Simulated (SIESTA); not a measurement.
# WS2 under changes of volume

One of the cells (50.583 Å³/atom); the others are scaled copies at fixed shape and fractional positions:

```
W S
1.0
     3.20460    0.00000    0.00000
    -1.60230    2.77526    0.00000
     0.00000    0.00000   17.06284
W S
1 2
Direct
  0.00000 0.00000 0.00000
  0.33333 0.66667 0.09200
  0.33333 0.66667 0.90800
```

```yaml
Program: SIESTA 5.4.2
Functional: PBEsol
Potentials_or_basis: PseudoDojo 0.4 standard (PBEsol files)
Basis: DZP (energy shift 0.003 Ry; two zetas on semicore shells)
Grid_cutoff: 800 Ry
Energy_shift: 0.003 Ry
k_mesh: 10 × 10 × 2
Occupations: fermi-dirac, width 0.05 eV
Spin: no spin polarisation
```

```csv
volume (Å³/atom),energy over the lowest point (meV/atom),gap on the mesh (eV),largest force (eV/Å)
46.616,37.90,2.20,1.587
47.608,15.32,2.13,1.125
48.600,?,?,?
50.583,0.00,1.93,0.065
51.575,9.56,1.87,0.402
52.567,25.20,1.81,0.715
```

Q: What does the run at 48.600 Å³/atom give?

A: Energy over the lowest point 2.10 meV/atom; gap on the mesh 2.06 eV; largest force 0.699 eV/Å.

Worked out: A Birch-Murnaghan fit of order 3 (a polynomial in V^(-2/3)) to the other rows has its minimum at 49.71 Å³/atom with B0 = V·E''(V) = 60 GPa and B' = 4.3 at fixed shape and positions, which overstates the stiffness. It gives 2.09 meV/atom at 48.600 Å³/atom, against the run's 2.10. A straight line through the other rows of the gap, of slope -3.25 eV per unit of ln V, gives 2.06 eV, against the run's 2.06.

Energies are extrapolated to zero smearing.

Caveats: short orbitals over semicore shells can move pressures by several GPa; spin-orbit coupling is left out, which moves the levels of the heavy elements; the basis of atomic orbitals isn't converged, which shifts pressures, moduli and gaps.

A mesh can miss the band edges.
